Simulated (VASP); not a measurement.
# LaB6: single point with r2SCAN+U

LaB6:

```
La B
1.0
     4.32971    0.00000    0.00000
     0.00000    4.32971    0.00000
     0.00000    0.00000    4.32971
La B
1 6
Direct
  0.00000 0.00000 0.00000
  0.50000 0.50000 0.20000
  0.50000 0.50000 0.80000
  0.20000 0.50000 0.50000
  0.80000 0.50000 0.50000
  0.50000 0.20000 0.50000
  0.50000 0.80000 0.50000
```

The cell was built by a generator and needn't be a form met in nature.

```yaml
Program: VASP 6.6.1
Task: single point
Functional: r2SCAN
Potentials_or_basis: VASP PAW PBE potentials, release 64 (La, B)
Cutoff: 520 eV
k_mesh: 4 × 4 × 4
Occupations: fermi-dirac, width 0.1 eV
Spin: no spin polarisation
Hubbard_terms: La f U = 5.0 eV
```

```yaml
Pressure: -17.4 GPa
Largest_force: 0.479 eV/Å
Band_gap_on_the_k_mesh: none (metal or under the smearing width)
```

Forces on the atoms (eV/Å):
```
La   0.000  0.000  0.000
B    0.000  0.000  0.479
B    0.000  0.000 -0.479
B    0.479  0.000  0.000
B   -0.479  0.000  0.000
B    0.000  0.479  0.000
B    0.000 -0.479  0.000
```

Levels at points of the mesh, in eV from the Fermi level:
```
           k point  band 10  band 11  band 12  band 13  band 14  band 15  band 16  band 17  band 18  band 19
(0.00, 0.00, 0.00)    -7.38    -7.38    -1.99    -1.99    -1.99     0.59     0.59     0.59     1.10     1.10
(0.50, 0.00, 0.00)    -6.96    -3.59    -3.59    -3.37    -2.43    -1.51     1.16     1.16     1.96     2.52
(0.50, 0.50, 0.00)    -6.15    -4.45    -4.45    -3.03    -3.03     1.47     1.47     2.23     2.61     2.66
(0.50, 0.50, 0.50)    -5.04    -5.04    -2.57    -2.57    -2.57     2.55     3.11     3.11     3.11     3.21
```

Eigenvalues of the final occupation matrices:
```
    site  spin  trace                         eigenvalues
site 1 f     1   0.04  0.00 0.00 0.00 0.01 0.01 0.01 0.01
site 1 f     2   0.04  0.00 0.00 0.00 0.01 0.01 0.01 0.01
```

It took 2.9 min on 1 thread of Intel(R) Xeon(R) Platinum 8559C (Emerald Rapids), on a shared host, peak memory 0.19 GiB.

Caveat: the k mesh is coarse (spacing up to 0.36 Å⁻¹), so the values aren't converged; the PAW data sets were made with another functional, which shifts forces and pressure a little; U without spin polarisation on a metal has little footing; the U is typed as a test and isn't derived for this compound. The run has no spin-orbit coupling, so splittings on La are missing.
